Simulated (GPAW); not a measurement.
Runs of GPAW 26.7.0 on SnSe. Symmetry: Fm-3m, No. 225, cubic system. The conventional cell has a = 6.020 Å, b = 6.020 Å, c = 6.020 Å, α = 90.00°, β = 90.00°, γ = 90.00°. Sn (site symmetry m-3m) is surrounded by 6 Se at 3.01 Å. Se (site symmetry m-3m) is surrounded by 6 Sn at 3.01 Å. Measurements of this composition are mostly on another form, of space group No. 62.

```csv
task,level,potentials or basis,spin,cell,k mesh,smearing,eigensolver,band path,band points,spin axis theta (degrees),spin axis phi (degrees),gap on the mesh (eV),pressure (GPa),relaxed volume (Å³/atom)
band structure,BLYP,"PAW data sets generated in the run's folder for this functional, pw",off,as given,8 × 8 × 8,fermi-dirac 0.05 eV,davidson,"GXWKGLUWLK,UX",60,-,-,0.39,4.7,-
band structure,r2SCAN,"GPAW PAW data sets (gpaw-data 1.2.1), pw","SOC, no magnetisation",as given,6 × 6 × 6,fermi-dirac 0.05 eV,-,"GXWKGLUWLK,UX",100,0,0,-,-0.5,-
single point,PBEsol,"PAW data sets generated in the run's folder for this functional, pw",off,as given,8 × 8 × 8,gaussian 0.1 eV,-,-,-,-,-,(a),-2.1,-
relaxation of cell and atoms,BLYP,"PAW data sets generated in the run's folder for this functional, pw",off,relaxed,8 × 8 × 8,fermi-dirac 0.05 eV,davidson,-,-,-,-,(b),0.0,(c)
band structure,r2SCAN,"GPAW PAW data sets (gpaw-data 1.2.1), pw",off,as given,8 × 8 × 8,fermi-dirac 0.05 eV,-,"GXWKGLUWLK,UX",80,-,-,-,-0.2,-
relaxation of cell and atoms,BLYP+D4,"PAW data sets generated in the run's folder for this functional, pw",off,relaxed,8 × 8 × 8,fermi-dirac 0.05 eV,davidson,-,-,-,-,0.08,0.0,29.67
single point,RPBE,"the program's PAW data sets (release 1.2.1) made for this functional, pw",off,as given,8 × 8 × 8,gaussian 0.05 eV,-,-,-,-,-,0.56,2.4,-
```

Alike in all rows: cutoff (eV) 600.

Question: Estimate the missing entries.

Answer: (a) 0.66; (b) 0.05; (c) 29.95.

Caveats: spin-orbit coupling is left out, which moves the levels of the heavy elements (some runs); the PAW data sets were made with another functional, which shifts forces and pressure a little (some runs); later steps reuse the first step's grids (some runs); the mesh misses the band edges, which the band path finds closer together (some runs); spin-orbit coupling was added after a scalar SCF, so levels and gaps hold it while energy, forces, pressure and moments don't (some runs); this program's spin-orbit splittings come out too wide for heavy elements (some runs).

A k mesh can miss the band edges, and rows without SOC leave out spin-orbit coupling on Se, Sn.

Runs at the PBE level aren't shown here.
